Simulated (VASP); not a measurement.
# ZnS (F-43m) in VASP: notebook

The runs below take ZnS through dielectric tensor, band structure, with PBE, LAK, r2SCAN.

All numbers are computed with VASP 6.6.1; they aren't measurements. Logs are shortened: lines on timing, memory, paths and dates and some standing lists are left out, and cuts for length are marked.

**What was measured.**

From “Electronic, vibrational, and thermodynamic properties of ZnS (zincblende and rocksalt structure)”, 2009, arxiv:0911.5022, for a bulk crystal of ZnS at 19 K: band gap 3.85 eV (direct).

The results are compared with them further down.

**1. Starting point**

The structure is cubic, space group F-43m (No. 216). The conventional cell has a = 5.404 Å, b = 5.404 Å, c = 5.404 Å, α = 90.00°, β = 90.00°, γ = 90.00°. Zn (site symmetry -43m) is surrounded by 4 S at 2.34 Å. S (site symmetry -43m) is surrounded by 4 Zn at 2.34 Å.

**2. Dielectric tensor, PBE**

The input, INCAR:

```
PREC     = Accurate       # precision mode
ENCUT    = 350            # plane-wave cutoff, eV
EDIFF    = 1E-8           # SCF threshold, eV
ISMEAR   = 0              # smearing method
SIGMA    = 0.01           # smearing width, eV
LREAL    = False          # projectors in reciprocal space
LASPH    = True           # aspherical terms in the spheres
NELM     = 100            # most SCF steps
ALGO     = Normal         # electronic algorithm
ISIF     = 2              # what is computed and relaxed
LWAVE    = False          # write WAVECAR
LCHARG   = False          # write CHGCAR
GGA      = PE             # functional
LEPSILON = True           # dielectric tensor by DFPT
```

The input, KPOINTS:

```
regular mesh
0
Gamma
  10 10 10
```

The input, POSCAR:

```
ZnS
1.0
    0.0000000000      2.7020000000      2.7020000000
    2.7020000000      0.0000000000      2.7020000000
    2.7020000000      2.7020000000      0.0000000000
Zn S
1 1
Direct
    0.7500000000      0.7500000000      0.7500000000
    0.0000000000      0.0000000000      0.0000000000
```

Potentials or basis: VASP PAW PBE potentials, release 64 (Zn, S).

Started as:

```console
cat potpaw_PBE.64/Zn/POTCAR potpaw_PBE.64/S/POTCAR > POTCAR
mpirun -np 1 vasp_std > vasp.out
```

OUTCAR:

```text
PREC = Accurate
   ENCUT = 350
   EDIFF = 1E-8
   ISMEAR = 0
   LREAL = False
   LASPH = True
   NELM = 100
   ISIF = 2
   GGA = PE
   LEPSILON = True

 Found     47 irreducible k-points:

 Following reciprocal coordinates:
            Coordinates               Weight
  0.000000  0.000000  0.000000      1.000000
  0.100000  0.000000  0.000000      8.000000
  0.200000  0.000000  0.000000      8.000000
  0.300000  0.000000  0.000000      8.000000
  0.400000  0.000000  0.000000      8.000000
  0.500000  0.000000  0.000000      4.000000
   k-points           NKPTS =     47   k-points in BZ     NKDIM =     47   number of bands    NBANDS=     13
   number of dos      NEDOS =    301   number of ions     NIONS =      2
   total plane-waves  NPLWV =  13824
   dimension x,y,z NGX =    24 NGY =   24 NGZ =   24
   dimension x,y,z NGXF=    48 NGYF=   48 NGZF=   48
   ions per type =               1   1
   NGX,Y,Z   is equivalent  to a cutoff of  10.44, 10.44, 10.44 a.u.
   NGXF,Y,Z  is equivalent  to a cutoff of  20.88, 20.88, 20.88 a.u.
 SYSTEM =  unknown system
   PREC   = accura    normal or accurate (medium, high low for compatibility)
   ISTART =      0    job   : 0-new  1-cont  2-samecut
   ICHARG =      2    charge: 1-file 2-atom 10-const
   ISPIN  =      1    spin polarized calculation?
   LNONCOLLINEAR =      F non collinear calculations
   LSORBIT =      F    spin-orbit coupling
   LASPH  =      T    aspherical Exc in radial PAW
   ENCUT  =  350.0 eV  25.72 Ry    5.07 a.u.   5.83  5.83  5.83*2*pi/ulx,y,z
   NELM   =    100;   NELMIN=  2; NELMDL= -5     # of ELM steps
   EDIFF  = 0.1E-07   stopping-criterion for ELM
   LREAL  =      F    real-space projection
   EDIFFG = 0.1E-06   stopping-criterion for IOM
   NSW    =      0    number of steps for IOM
   IBRION =     -1    ionic relax: 0-MD 1-quasi-New 2-CG
   NFREE  =      0    steps in history (QN), initial steepest desc. (CG)
   ISIF   =      2    stress and relaxation
   ISYM   =      2    0-nonsym 1-usesym 2-fastsym
   POTIM  = 0.5000    time-step for ionic-motion
   TEBEG  =    0.0;   TEEND  =   0.0 temperature during run
   PSTRESS=    0.0 pullay stress
   NELECT =      18.0000    total number of electrons
   NUPDOWN=      -1.0000    fix difference up-down
   EMIN   =  10.00;   EMAX   =-10.00  energy-range for DOS
   EFERMI =   0.00;   METHOD = LEGACY
   ISMEAR =     0;   SIGMA  =   0.01  broadening in eV -4-tet -1-fermi 0-gaus
   EFERMI_NEDOS =   21; number of points for ismear=-14 and -15
   IALGO  =     38    algorithm
   IMIX   =      4    mixing-type and parameters
     AMIX     =   0.40;   BMIX     =  1.00
     AMIX_MAG =   1.60;   BMIX_MAG =  1.00
  volume/ion in A,a.u.               =      19.73       133.12
  Fermi-wavevector in a.u.,A,eV,Ry     =   1.260290  2.381602 21.610537  1.588330
  Thomas-Fermi vector in A             =   2.393807
   LORBIT       =      0    0 simple, 1 ext, 2 COOP (PROOUT), +10 PAW based schemes
   GGA     = PE    functional components
   LHFCALC =     F    Hartree Fock is set to
   AEXX    =    0.0000 exact exchange contribution
   IVDW    =     0    specifies the selected vdW correction
   LEPSILON=     T    determine dielectric tensor
   LRPA    =     F    only Hartree local field effects (RPA)
 non-spin polarized calculation
 Gauss-broadening in eV      SIGMA  =   0.01
  energy-cutoff  :      350.00
  volume of cell :       39.45
 maximum number of plane-waves:       600
   NGX = 11   NGY = 11   NGZ = 11

--------------------------------------- Ionic step        1  -------------------------------------------

 number of electron      17.9999961 magnetization

 E-fermi :   2.1771     XC(G=0):  -9.6308

 val. band max:        2.1094111194   @ k =   0.0000   0.0000   0.0000
 cond. band min:       4.2198313247   @ k =   0.0000   0.0000   0.0000
 fundamental gap:      2.1104202053
 Fermi energy:         2.1770736205

 k-point     1 :       0.0000    0.0000    0.0000
  band No.  band energies     occupation
      1     -11.0343      2.00000
      2      -4.2173      2.00000
      3      -4.2173      2.00000
      4      -4.2173      2.00000
      5      -3.7172      2.00000
      6      -3.7172      2.00000
      7       2.1094      2.00000
      8       2.1094      2.00000
      9       2.1094      2.00000
     10       4.2198      0.00000
     11       8.5041      0.00000
     12       8.5041      0.00000
     13       8.5041      0.00000

 k-point     2 :       0.1000    0.0000    0.0000
  band No.  band energies     occupation
      1     -10.9587      2.00000
      2      -4.2177      2.00000
      3      -4.2036      2.00000
      4      -4.2036      2.00000
      5      -3.7185      2.00000
      6      -3.7185      2.00000
      7       1.3187      2.00000
      8       2.0121      2.00000
      9       2.0121      2.00000
     10       4.8312      0.00000
     11       8.4152      0.00000
     12       8.6747      0.00000
     13       8.6747      0.00000

 k-point     3 :       0.2000    0.0000    0.0000
  band No.  band energies     occupation
      1     -10.7502      2.00000
      2      -4.2006      2.00000
      3      -4.1694      2.00000
      4      -4.1694      2.00000
      5      -3.7186      2.00000
      6      -3.7186      2.00000
      7      -0.0379      2.00000
      8       1.7758      2.00000
      9       1.7758      2.00000
     10       5.4827      0.00000
     11       8.6484      0.00000
     12       9.0146      0.00000
     13       9.0146      0.00000

 k-point     4 :       0.3000    0.0000    0.0000
  band No.  band energies     occupation
      1     -10.4670      2.00000
      2      -4.1329      2.00000
      3      -4.1329      2.00000
      4      -4.1135      2.00000
      5      -3.7104      2.00000
      6      -3.7104      2.00000
      7      -1.3741      2.00000
      8       1.5119      2.00000
      9       1.5119      2.00000
     10       5.5756      0.00000
     11       9.1642      0.00000
     12       9.1642      0.00000
     13       9.5776      0.00000

 k-point     5 :       0.4000    0.0000    0.0000
  band No.  band energies     occupation
      1     -10.2118      2.00000
      2      -4.1094      2.00000
      3      -4.1094      2.00000
      4      -3.8757      2.00000
      5      -3.6951      2.00000
      6      -3.6951      2.00000
      7      -2.4997      2.00000
      8       1.3150      2.00000
      9       1.3150      2.00000
     10       5.4700      0.00000
     11       9.0921      0.00000
     12       9.0921      0.00000
     13      10.5904      0.00000

 k-point     6 :       0.5000    0.0000    0.0000
  band No.  band energies     occupation
      1     -10.1068      2.00000
      2      -4.1022      2.00000
      3      -4.1022      2.00000
      4      -3.6869      2.00000
      5      -3.6869      2.00000
      6      -3.5150      2.00000
      7      -3.1847      2.00000
      8       1.2428      2.00000
      9       1.2428      2.00000
     10       5.4169      0.00000
     11       9.0354      0.00000
     12       9.0354      0.00000
     13      10.9854      0.00000

 [... further k-points ...]

  FORCE on cell =-STRESS in cart. coord.  units (eV):
  Direction    XX          YY          ZZ          XY          YZ          ZX
  --------------------------------------------------------------------------------------
  -------------------------------------------------------------------------------------
  Total        0.3789037      0.3789037      0.3789037      0.0000000      0.0000000      0.0000000
  in kB       15.3869822     15.3869822     15.3869822      0.0000000      0.0000000      0.0000000
  external PRESSURE =      15.3869822 kB  Pullay stress =       0.0000000 kB

 VOLUME and BASIS-vectors are now :
 -----------------------------------------------------------------------------
  energy-cutoff  :      350.00
  volume of cell :       39.45
      direct lattice vectors                 reciprocal lattice vectors
     0.000000000  2.702000000  2.702000000    -0.185048113  0.185048113  0.185048113
     2.702000000  0.000000000  2.702000000     0.185048113 -0.185048113  0.185048113
     2.702000000  2.702000000  0.000000000     0.185048113  0.185048113 -0.185048113

 POSITION                                       TOTAL-FORCE (eV/Angst)
 -----------------------------------------------------------------------------------
      4.05300      4.05300      4.05300         0.000000     -0.000000      0.000000
      0.00000      0.00000      0.00000        -0.000000      0.000000     -0.000000
 -----------------------------------------------------------------------------------
    total drift:                               -0.000001     -0.000001     -0.000002

  FREE ENERGIE OF THE ION-ELECTRON SYSTEM (eV)
  ---------------------------------------------------
  free  energy   TOTEN  =        -6.8457157339 eV

  energy  without entropy=       -6.8457157339  energy(sigma->0) =       -6.84571573

 HEAD OF MICROSCOPIC STATIC DIELECTRIC TENSOR (INDEPENDENT PARTICLE, excluding Hartree and local field effects)
 ------------------------------------------------------
           6.319032     0.000000    -0.000000
           0.000000     6.319032     0.000000
           0.000000     0.000000     6.319032
 ------------------------------------------------------

 Free energy of the ion-electron system (eV)
  ---------------------------------------------------
  ---------------------------------------------------
  free energy    TOTEN  =        -0.58198879 eV

  energy without entropy =       -0.58198879

------------------------ aborting loop because EDIFF is reached ----------------------------------------

--------------------------------------- Ionic step        2  -------------------------------------------

------------------------ aborting loop because EDIFF is reached ----------------------------------------

--------------------------------------- Ionic step        3  -------------------------------------------

 Free energy of the ion-electron system (eV)
  ---------------------------------------------------
  ---------------------------------------------------
  free energy    TOTEN  =        -0.58198865 eV

  energy without entropy =       -0.58198865

------------------------ aborting loop because EDIFF is reached ----------------------------------------

 PIEZOELECTRIC TENSOR FIELD DIRECTION 3  (e Angst)
 -----------------------------------------------------------------------------
    -0.00070 -1.65988  0.00000           ( -0.00000  0.01771  0.00000)
    -1.65988 -0.00070  0.00000           (  0.01771 -0.00000  0.00000)
     0.00000  0.00000 -0.00047           (  0.00000  0.00000 -0.00000)

 PIEZOELECTRIC TENSOR FIELD DIRECTION 3  (C/m^2)
 -----------------------------------------------------------------------------
    -0.00028 -0.67406  0.00000
    -0.67406 -0.00028  0.00000
     0.00000  0.00000 -0.00019

 MACROSCOPIC STATIC DIELECTRIC TENSOR (including local field effects in DFT)
 ------------------------------------------------------
           5.932918    -0.000000     0.000000
          -0.000000     5.932918     0.000000
          -0.000000    -0.000000     5.932918
 ------------------------------------------------------

 PIEZOELECTRIC TENSOR (including local field effects)  for field in x, y, z        (e  Angst)
          XX          YY          ZZ          XY          YZ          ZX
  --------------------------------------------------------------------------------
  x     0.00000     0.00000    -0.00000     0.00000    -1.67066     0.00000
  y    -0.00000    -0.00000    -0.00000     0.00000     0.00000    -1.67066
  z    -0.00000    -0.00000    -0.00000    -1.67066     0.00000     0.00000

 PIEZOELECTRIC TENSOR (including local field effects)  for field in x, y, z        (C/m^2)
          XX          YY          ZZ          XY          YZ          ZX
  --------------------------------------------------------------------------------
  x     0.00000     0.00000    -0.00000     0.00000    -0.67844     0.00000
  y    -0.00000    -0.00000    -0.00000     0.00000     0.00000    -0.67844
  z    -0.00000    -0.00000    -0.00000    -0.67844     0.00000     0.00000

 BORN EFFECTIVE CHARGES (including local field effects) (in |e|, cummulative output)
 ---------------------------------------------------------------------------------
 ion    1
    1     2.00714     0.00000     0.00000
    2     0.00000     2.00714     0.00000
    3     0.00000     0.00000     2.00714
 ion    2
    1    -2.00714    -0.00000    -0.00000
    2    -0.00000    -2.00714    -0.00000
    3    -0.00000    -0.00000    -2.00714
```

Run time: 1.8 min. Hardware: 1 thread of Intel Xeon Platinum 8488C (Sapphire Rapids), shared host; peak memory 0.24 GiB.

The run converged, but some of its settings lie outside the range that counts as converged, so its numbers aren't taken as properties of the crystal.

What came out:

```yaml
Band_gap_on_the_k_mesh: 2.11 eV, direct
Electronic_dielectric_tensor_diagonal: 5.93
Born_charges_mean_of_the_diagonal: Zn +2.01; S -2.01 e
```

**3. Dielectric tensor, PBE**

INCAR: that of step 2 with these lines changed.

```diff
@@ -1,3 +1,3 @@
 PREC     = Accurate       # precision mode
-ENCUT    = 350            # plane-wave cutoff, eV
+ENCUT    = 400            # plane-wave cutoff, eV
 EDIFF    = 1E-8           # SCF threshold, eV
```

KPOINTS is that of step 2.

POSCAR is that of step 2.

Potentials or basis: VASP PAW PBE potentials, release 64 (Zn, S).

Started as:

```console
cat potpaw_PBE.64/Zn/POTCAR potpaw_PBE.64/S/POTCAR > POTCAR
mpirun -np 1 vasp_std > vasp.out
```

OUTCAR:

```text
PREC = Accurate
   ENCUT = 400
   EDIFF = 1E-8
   ISMEAR = 0
   LREAL = False
   LASPH = True
   NELM = 100
   ISIF = 2
   GGA = PE
   LEPSILON = True

 Found     47 irreducible k-points:

 Following reciprocal coordinates:
            Coordinates               Weight
  0.000000  0.000000  0.000000      1.000000
  0.100000  0.000000  0.000000      8.000000
  0.200000  0.000000  0.000000      8.000000
  0.300000  0.000000  0.000000      8.000000
  0.400000  0.000000  0.000000      8.000000
  0.500000  0.000000  0.000000      4.000000
   k-points           NKPTS =     47   k-points in BZ     NKDIM =     47   number of bands    NBANDS=     13
   number of dos      NEDOS =    301   number of ions     NIONS =      2
   total plane-waves  NPLWV =  21952
   dimension x,y,z NGX =    28 NGY =   28 NGZ =   28
[... 234 lines left out ...]
    -0.67421 -0.00027  0.00000
     0.00000  0.00000 -0.00020

 MACROSCOPIC STATIC DIELECTRIC TENSOR (including local field effects in DFT)
 ------------------------------------------------------
           5.931090     0.000000    -0.000000
           0.000000     5.931090    -0.000000
           0.000000     0.000000     5.931090
 ------------------------------------------------------

 PIEZOELECTRIC TENSOR (including local field effects)  for field in x, y, z        (e  Angst)
          XX          YY          ZZ          XY          YZ          ZX
  --------------------------------------------------------------------------------
  x     0.00000    -0.00000     0.00000     0.00000    -1.67100     0.00000
  y    -0.00000     0.00000     0.00000     0.00000     0.00000    -1.67100
  z    -0.00000    -0.00000     0.00000    -1.67100     0.00000     0.00000

 PIEZOELECTRIC TENSOR (including local field effects)  for field in x, y, z        (C/m^2)
          XX          YY          ZZ          XY          YZ          ZX
  --------------------------------------------------------------------------------
  x     0.00000    -0.00000     0.00000     0.00000    -0.67858     0.00000
  y    -0.00000     0.00000     0.00000     0.00000     0.00000    -0.67858
  z    -0.00000    -0.00000     0.00000    -0.67858     0.00000     0.00000

 BORN EFFECTIVE CHARGES (including local field effects) (in |e|, cummulative output)
 ---------------------------------------------------------------------------------
 ion    1
    1     2.00805    -0.00000    -0.00000
    2     0.00000     2.00805    -0.00000
    3     0.00000     0.00000     2.00805
 ion    2
    1    -2.00805     0.00000     0.00000
    2     0.00000    -2.00805     0.00000
    3    -0.00000    -0.00000    -2.00805
```

OSZICAR:

```text
N       E                     dE             d eps       ncg     rms          rms(c)
DAV:   1     0.739584898485E+02    0.73958E+02   -0.75929E+03  1222   0.138E+03
DAV:   2    -0.237683845320E+01   -0.76335E+02   -0.72878E+02  1342   0.253E+02
DAV:   3    -0.721775495129E+01   -0.48409E+01   -0.48188E+01  1487   0.638E+01
DAV:   4    -0.727232099223E+01   -0.54566E-01   -0.54550E-01  1407   0.727E+00
[... 11 lines left out ...]
RMM:   8    -0.582145519310E+00   -0.10100E-03   -0.21608E-06  8154   0.104E-02    0.193E-03
RMM:   9    -0.582141800291E+00    0.37190E-05   -0.11096E-06  7938   0.417E-03    0.570E-04
RMM:  10    -0.582151919340E+00   -0.10119E-04   -0.13623E-06  8249   0.109E-03    0.227E-04
RMM:  11    -0.582155195737E+00   -0.32764E-05   -0.81709E-08  7525   0.469E-04    0.132E-04
RMM:  12    -0.582152462241E+00    0.27335E-05    0.48800E-07  7113   0.327E-04    0.146E-05
RMM:  13    -0.582152586503E+00   -0.12426E-06   -0.19068E-08  4830   0.161E-04    0.534E-06
```

stdout:

```text
POSCAR found type information on POSCAR ZnS
 POSCAR found :  2 types and       2 ions
 scaLAPACK will be used
 LDA part: xc-table for (Slater+PW92), standard interpolation
 POSCAR, INCAR and KPOINTS ok, starting setup
 FFT: planning ... GRIDC
 FFT: planning ... GRID_SOFT
 FFT: planning ... GRID
 WAVECAR not read
 entering main loop
 Linear response reoptimize wavefunctions to high precision
 Linear response G [H, r] |phi>, progress :
  Direction:   1
 Linear response G [H, r] |phi>, progress :
  Direction:   2
 Linear response G [H, r] |phi>, progress :
  Direction:   3
 Linear response to external field (no local field effect), progress :
  Direction:   1
 dielectric tensor                  component  1 :     7.102     2.696     0.674
 Linear response to external field (no local field effect), progress :
  Direction:   2
 dielectric tensor                  component  2 :     2.696     7.479    -1.007
 Linear response to external field (no local field effect), progress :
  Direction:   3
 dielectric tensor                  component  3 :     0.671    -1.007     4.371
 Linear response to external field, progress :
  Direction:   1
 dielectric tensor                  component  1 :     5.931     1.024     0.600
 Linear response to external field, progress :
  Direction:   2
 dielectric tensor                  component  2 :     0.917     5.931     0.497
 Linear response to external field, progress :
  Direction:   3
 dielectric tensor                  component  3 :     0.742     0.883     5.931
 Born effective charges drift removed
```

Run time: 3.7 min. Hardware: 1 thread of Intel Xeon Platinum 8488C (Sapphire Rapids), shared host; peak memory 0.28 GiB.

These settings aren't checked as converged: the numbers below hold their error.

What came out:

- Band gap on the k mesh: 2.11 eV, direct
- Electronic dielectric tensor (diagonal): 5.93
- Born charges (mean of the diagonal): Zn +2.01; S -2.01 e

(Part 1 of 2 ends here.)
